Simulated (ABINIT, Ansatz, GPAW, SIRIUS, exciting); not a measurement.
# One calculation of Pt, 5 ways

```
Pt
1.0
    -1.51792    1.61257    1.57266
     1.58438   -1.59122    1.61776
     1.52358    1.59687   -1.55131
Pt
1
Cartesian
  -0.0144 -0.0257 -0.0143
```

This isn't the form of Pt at room conditions, which is fcc.

The given cell was strained at random by a few per cent at fixed volume.

Alike in all runs: task single point; functional PBEsol; k mesh 12 × 12 × 12; occupations fermi-dirac, width 0.05 eV; no spin polarisation; no spin-orbit coupling. Pressure is positive in compression and, in plane waves, holds the error of the finite cutoff.

```csv
program and potentials,plane-wave cutoff (eV),notes,band gap (eV),pressure (GPa),energy over the undisturbed cell (meV/atom)
"ABINIT, PseudoDojo NC SR PBEsol v0.4.1 standard",1143,18 valence electrons an atom on average,no gap,-11.21,11.65
"exciting, all-electron LAPW+lo, shipped species files, valence relativity iora*",-,-,no gap,-,16.76
"GPAW, PAW data sets generated for this functional",600,16 valence electrons an atom on average,no gap,-10.99,11.40
"Ansatz, all-electron LAPW, scalar-relativistic",-,-,no gap,-10.74,-
"SIRIUS, PseudoDojo 0.4.1 PBEsol standard (scalar relativistic)",1152,18 valence electrons an atom on average,?,?,-
```

Q: Estimate from the other rows what the run with SIRIUS, PseudoDojo 0.4.1 PBEsol standard (scalar relativistic) gave.

A: No band gap; pressure -11.19 GPa. The other rows, which needn't bracket it: pressure -11.21 to -10.74; energy over the undisturbed cell 11.40 to 16.76.
